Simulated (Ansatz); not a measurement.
# C: the cost of one run

Program: Ansatz 0.2.0. Level of theory: DFT PBE+D3(BJ), plane waves, PAW, scalar-relativistic, no spin polarisation. These are calculated values, not measurements.

### Step 1. The starting structure

The cell holds 32 atoms (C32): a = 9.864 Å, b = 9.864 Å, c = 12.000 Å, α = 90.00°, β = 90.00°, γ = 120.00°.

The coordinates stand in the first input below.

### Step 2. Relaxing the start

Contents of input.yaml:

```yaml
crystal:
  lattice:
    - [9.864, 0.0, 0.0]
    - [-4.932, 8.542475, 0.0]
    - [0.0, 0.0, 12.0]
  atoms:
    - { symbol: C, position: [0.0, 0.0, 0.0833333] }
    - { symbol: C, position: [0.1666667, 0.0833333, 0.0833333] }
    - { symbol: C, position: [0.0, 0.25, 0.0833333] }
    - { symbol: C, position: [0.1666667, 0.3333333, 0.0833333] }
    - { symbol: C, position: [0.0, 0.5, 0.0833333] }
    - { symbol: C, position: [0.1666667, 0.5833333, 0.0833333] }
    - { symbol: C, position: [0.0, 0.75, 0.0833333] }
    - { symbol: C, position: [0.1666667, 0.8333333, 0.0833333] }
    - { symbol: C, position: [0.25, 0.0, 0.0833333] }
    - { symbol: C, position: [0.4166667, 0.0833333, 0.0833333] }
    - { symbol: C, position: [0.25, 0.25, 0.0833333] }
    - { symbol: C, position: [0.4166667, 0.3333333, 0.0833333] }
    - { symbol: C, position: [0.25, 0.5, 0.0833333] }
    - { symbol: C, position: [0.4166667, 0.5833333, 0.0833333] }
    - { symbol: C, position: [0.25, 0.75, 0.0833333] }
    - { symbol: C, position: [0.4166667, 0.8333333, 0.0833333] }
    - { symbol: C, position: [0.5, 0.0, 0.0833333] }
    - { symbol: C, position: [0.6666667, 0.0833333, 0.0833333] }
    - { symbol: C, position: [0.5, 0.25, 0.0833333] }
    - { symbol: C, position: [0.6666667, 0.3333333, 0.0833333] }
    - { symbol: C, position: [0.5, 0.5, 0.0833333] }
    - { symbol: C, position: [0.6666667, 0.5833333, 0.0833333] }
    - { symbol: C, position: [0.5, 0.75, 0.0833333] }
    - { symbol: C, position: [0.6666667, 0.8333333, 0.0833333] }
    - { symbol: C, position: [0.75, 0.0, 0.0833333] }
    - { symbol: C, position: [0.9166667, 0.0833333, 0.0833333] }
    - { symbol: C, position: [0.75, 0.25, 0.0833333] }
    - { symbol: C, position: [0.9166667, 0.3333333, 0.0833333] }
    - { symbol: C, position: [0.75, 0.5, 0.0833333] }
    - { symbol: C, position: [0.9166667, 0.5833333, 0.0833333] }
    - { symbol: C, position: [0.75, 0.75, 0.0833333] }
    - { symbol: C, position: [0.9166667, 0.8333333, 0.0833333] }
basis:
  ecutwfc: 420.0
kpoints:
  mp_grid: { grid: [1, 1, 1] }
hamiltonian:
  xc: pbe
  dispersion: d3bj
  pseudopotentials: { kind: paw, azcp: { folder: soft_1 } }
scf:
  occupations: { method: fermi_dirac, width: 0.02 }
  lower_state_search: "off"
relax:
  f_tol: 0.08
  max_steps: 25
  adjacent_minimum: "off"
output:
  write_density: true
  write_potential: true
  elf: true
  volumetric_format: npy
```

Started as:

```bash
$ ansatz run input.yaml --threads 1 --pin off --max-ram 3072MiB --backend cpu --events-out ev --progress --plain --runs-dir out
```

**Question.** How long does this run take on 1 thread of Arm Neoverse V2, shared host, and how much memory does it need?

About 8.6 s, with a peak of 0.72 GiB.
